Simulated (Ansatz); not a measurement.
## KF (Carobbiite) in Ansatz: the effect of functional

Crystal: KF (Carobbiite).

```
CELL_PARAMETERS angstrom
0.00000 2.63574 2.63574
2.63574 0.00000 2.63574
2.63574 2.63574 0.00000
ATOMIC_POSITIONS crystal
K 0.00000 0.00000 0.00000
F 0.50000 0.50000 0.50000
```

The cell isn't the ideal one: volume scaled by 0.96.

Alike in all runs:

```yaml
Program: Ansatz 0.2.0
Task: single point
Potentials_or_basis: Ansatz PAW
k_mesh: 9 × 9 × 9
Occupations: fermi-dirac, width 0.05 eV
Spin: no spin polarisation
```

| functional | cutoff | gap on the mesh (eV) | pressure (GPa) |
| --- | --- | --- | --- |
| LDA | 420 eV (not typed: the program's choice for these potentials) | ? | ? |
| PBEsol | 420 eV (not typed: the program's choice for these potentials) | 6.25 | 0.7 |
| r2SCAN | 500 eV (not typed: the program's choice for these potentials) | 7.05 | 1.0 |

Task: What does the run with functional LDA give?

Result: gap on the mesh 6.02 eV; pressure -2.3 GPa.

Caveats: odd divisions of the mesh miss points on the zone boundary, where band edges often lie, so the gap on the mesh can be too wide; the PAW data sets come from PBE, with cores solved anew for the run's functional, which leaves a small shift of forces and pressure.

A k mesh can miss the band edges.
